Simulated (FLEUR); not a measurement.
## Sb: equation of state with SCAN

Sb:

```
Sb
1.0
     3.35453    0.00000    0.00000
    -1.67727    2.90511    0.00000
     0.00000    0.00000    5.47016
Sb
2
Direct
  0.66667 0.33333 0.75000
  0.33333 0.66667 0.25000
```

This isn't the form of Sb at room conditions, which is rhombohedral.

```
Program                  : FLEUR MaX-R8.1 (later development tree)
Task                     : equation of state
Functional               : SCAN
Potentials or basis      : all-electron
Basis                    : FLAPW
Kmax                     : 4.1 1/bohr
k mesh                   : 9 × 9 × 5
Occupations              : fermi-dirac, width 0.05 eV
Spin                     : no spin polarisation
Gmax                     : 12.7 1/bohr
Muffin-tin radii         : Sb 2.66 bohr
lmax                     : Sb 10
lnonsphr                 : Sb 10
Local orbitals a species : Sb 6
```

| Quantity | Value |
| --- | --- |
| Equilibrium volume | 26.43 Å³/atom |
| Bulk modulus at fixed shape and positions | 66 GPa |

Energy against volume, from the lowest point:
| volume (Å³/atom) | energy (meV/atom) |
| --- | --- |
| 25.055 | 15.84 |
| 25.588 | 5.39 |
| 26.654 | 0.00 |
| 27.720 | 11.47 |
| 28.253 | 22.52 |

Caveat: the meta-GGA is that of a development version, with a GGA for the radial functions and cores and without core tails; the cell was scaled at fixed shape and fractional positions, which overstates the stiffness of a crystal with free parameters, most of all of layers and chains. The run has no spin-orbit coupling, so splittings on Sb are missing.
